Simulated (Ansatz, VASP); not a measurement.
# KF (Carobbiite): VASP beside Ansatz

File INCAR:

```
ALGO = Normal
EDIFF = 1E-6
ENCUT = 520
ISIF = 2
ISMEAR = 0
LASPH = True
LCHARG = False
LREAL = False
LWAVE = False
NBANDS = 15
NELM = 60
PREC = Accurate
SIGMA = 0.01
```

File KPOINTS:

```
k-points
0
Gamma
  8 8 8
```

POSCAR

```
KF
1.0
    0.0000000000      2.6589566750      2.6589566750
    2.6589566750      0.0000000000      2.6589566750
    2.6589566750      2.6589566750      0.0000000000
K F
1 1
Direct
    0.0000000000      0.0000000000      0.0000000000
    0.5000000000      0.5000000000      0.5000000000
```

Input for Ansatz:

```yaml
crystal:
  lattice:
    - [0.0, 2.658956675, 2.658956675]
    - [2.658956675, 0.0, 2.658956675]
    - [2.658956675, 2.658956675, 0.0]
  atoms:
    - { symbol: K, position: [0.0, 0.0, 0.0] }
    - { symbol: F, position: [0.5, 0.5, 0.5] }
kpoints:
  mp_grid: { grid: [8, 8, 8] }
  band_path:
    path:
      - [0.0, 0.0, 0.0]
      - [0.5, 0.0, 0.5]
      - [0.625, 0.25, 0.625]
      - [0.375, 0.375, 0.75]
      - [0.5, 0.5, 0.5]
      - [0.5, 0.25, 0.75]
    npoints: 1
hamiltonian:
  xc: lda
scf:
  occupations: { method: fixed }
  n_extra_bands: 4
output:
  forces: true
  stress: true
  eigenvalues: true
```

Alike in both runs: task single point; functional LDA; k mesh 8 × 8 × 8; no spin polarisation.

|  | VASP | Ansatz |
| --- | --- | --- |
| version | VASP 6.6.1 | Ansatz 0.2.0 |
| potentials or method | VASP PAW LDA potentials, release 64 (K_sv, F) | plane waves, PAW |
| plane-wave cutoff (eV) | 520 | 420 |
| occupations | gaussian, width 0.01 eV | fixed |
| valence electrons in the cell | 16 | 16 |

|  | VASP | Ansatz | Ansatz less VASP |
| --- | --- | --- | --- |
| gap on the k mesh at the Fermi level (eV) | 5.87 | 5.88 | +0.017 |
| pressure (GPa) | -3.0 | -3.1 | -0.11 |

A k mesh can miss the band edges.
